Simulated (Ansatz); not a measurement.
# InSb under strain — 121Sb nuclear quadrupole resonance

Cell: a COD entry, relaxed with PBE at fixed cell and then changed (z stretched by 1 %, ions relaxed).

```
CELL_PARAMETERS angstrom
5.35700 0.00000 0.00000
0.00000 5.71200 0.00000
0.00000 0.00000 3.09363
ATOMIC_POSITIONS crystal
In 0.00000 0.00000 0.16814
In 0.50000 0.50000 0.83186
Sb 0.50000 0.00000 0.70818
Sb 0.00000 0.50000 0.29182
```

Atoms are numbered from 1 in the order listed; like atoms form one site, named after its first atom.

All values are calculated (Ansatz; DFT, PBE, plane waves and PAW, scalar-relativistic, 420 eV cutoff, Γ-centred 9×8×15 k-points, Fermi–Dirac smearing 0.05 eV), not measured.

121Sb: I = 5/2, Q = -543.0 mb (year-2017 value). Static lattice, zero field.

(1) Predict the zero-field 121Sb lines of each site.

(2) And for ¹²³Sb (I = 7/2, Q = -692.0 mb) on Sb?

## Answers

(1) For I = 5/2 and η = 0 the lines are 3|C_Q|/20 and twice that; η pulls their ratio below 2. At large η the states mix, and weaker lines appear at sums of the main ones; lines under 5 % of the strongest are left out.

| site | atoms | V_zz (10²¹ V/m²) | C_Q (MHz) | η | line frequencies (MHz) |
| --- | --- | --- | --- | --- | --- |
| Sb | 3, 4 | 11.87 | -156 | 0.91 | 38.9, 41.8, 80.7 |

(2) C_Q scales with Q to -199 MHz, with lines at 26.3, 35.5, 38.7 MHz.

With no gap above 0.1 eV, as in a metal, the gradients converge slowly in k; expect changes of a tenth or more on a denser mesh. Without spin–orbit coupling (the program notes it for In and Sb) the gradients can shift somewhat, as the gap is small. With these PAW files V_zz is typically within 2 to 3 % of all-electron values, but misses above 10 % occur on Sb. At this changed cell the PBE pressure is 12 GPa.
